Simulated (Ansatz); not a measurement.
Task: Write an Ansatz input for a single-point calculation of AlAs with PBE (scalar-relativistic), a cutoff of 420 eV (density cutoff 4 times that), a Γ-centred 10×10×10 mesh and Gaussian smearing of 0.05 eV, without spin polarisation. Forces, stress and eigenvalues are wanted. The structure:
```
CELL_PARAMETERS angstrom
0.0000000000 2.8398033913 2.8398033913
2.8398033913 0.0000000000 2.8398033913
2.8398033913 2.8398033913 0.0000000000
ATOMIC_POSITIONS crystal
Al 0.0000000000 0.0000000000 0.0000000000
As 0.7500000000 0.7500000000 0.7500000000
```

Result: 
```yaml
crystal:
  lattice:
    - [0.0, 2.8398033913, 2.8398033913]
    - [2.8398033913, 0.0, 2.8398033913]
    - [2.8398033913, 2.8398033913, 0.0]
  atoms:
    - { symbol: Al, position: [0.0, 0.0, 0.0] }
    - { symbol: As, position: [0.75, 0.75, 0.75] }
basis:
  ecutwfc: 420
  ecutrho_ratio: 4
kpoints:
  mp_grid: { grid: [10, 10, 10] }
hamiltonian:
  xc: pbe
scf:
  occupations: { method: gaussian, width: 0.05 }
output:
  forces: true
  stress: true
  eigenvalues: true
```

Launched as:
```sh
ansatz run input.yaml --threads 4 --pin off --max-ram 7168MiB --backend cpu --events-out ev --progress --plain --runs-dir out
```

Run as written, it has 18 valence electrons, 893 plane waves at Γ, 24 symmetry operations and 47 irreducible k-points; it took 6 SCF iterations in all. Cost: 0.75 s on 4 threads of Arm Neoverse V2 (shared host), peak memory 0.32 GiB.

The chain of runs began from a cell as deposited in COD, expanded in volume.
